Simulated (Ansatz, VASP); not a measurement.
One calculation of F, two programs

INCAR

```
PREC = Accurate
ENCUT = 600
EDIFF = 1E-6
ISMEAR = -1
SIGMA = 0.08
LREAL = F
LASPH = T
NELM = 60
ALGO = Normal
ISIF = 3
LWAVE = F
LCHARG = F
GGA = PS
IBRION = 2
NSW = 60
EDIFFG = -0.005
```

Contents of KPOINTS:

```
regular mesh
0
Gamma
  19 19 19
```

POSCAR

```
F
1.0
    0.0000000000      1.8662555784      1.8662555784
    1.8662555784      0.0000000000      1.8662555784
    1.8662555784      1.8662555784      0.0000000000
F
1
Direct
    0.0000000000      0.0000000000      0.0000000000
```

Input for Ansatz:

```yaml
crystal:
  lattice:
    - [0.0, 1.8662555784, 1.8662555784]
    - [1.8662555784, 0.0, 1.8662555784]
    - [1.8662555784, 1.8662555784, 0.0]
  atoms:
    - { symbol: F, position: [0.0, 0.0, 0.0] }
kpoints:
  mp_grid: { grid: [19, 19, 19] }
scf:
  occupations: { method: fermi_dirac, width: 0.08 }
hamiltonian:
  xc: pbesol
  pseudopotentials: { kind: paw }
output:
  forces: true
  stress: true
  write_density: true
  write_potential: true
  elf: true
  volumetric_format: npy
relax:
  f_tol: 0.005
  max_steps: 40
  cell: {}
```

Alike in both runs: task relaxation of cell and atoms; functional PBEsol; k mesh 19 × 19 × 19; occupations fermi-dirac, width 0.08 eV; no spin polarisation.

|  | VASP | Ansatz |
| --- | --- | --- |
| version | VASP 6.6.1 | Ansatz 0.2.0 |
| potentials or method | VASP PAW PBE potentials, release 64 (F) | PAW with Ansatz's default frozen-core files, scalar-relativistic |
| plane-wave cutoff (eV) | 600 | 420 |
| valence electrons in the cell | 7 | 7 |

```csv
,VASP,Ansatz,Ansatz less VASP
relaxed volume (Å³/atom),9.14,9.23,+0.086
relaxed cell length with the largest relative difference (Å),2.347,2.354,+0.0073
energy change over the relaxation (meV/atom),-167,-153,+14.5
```

Caveats: the volume moved by over 15 % at a fixed basis, so the end points are rough (VASP); the PAW data sets were made with another functional, which shifts forces and pressure a little (VASP); an odd number of electrons without spin polarisation forces a metal; a magnetic or distorted state may lie lower.
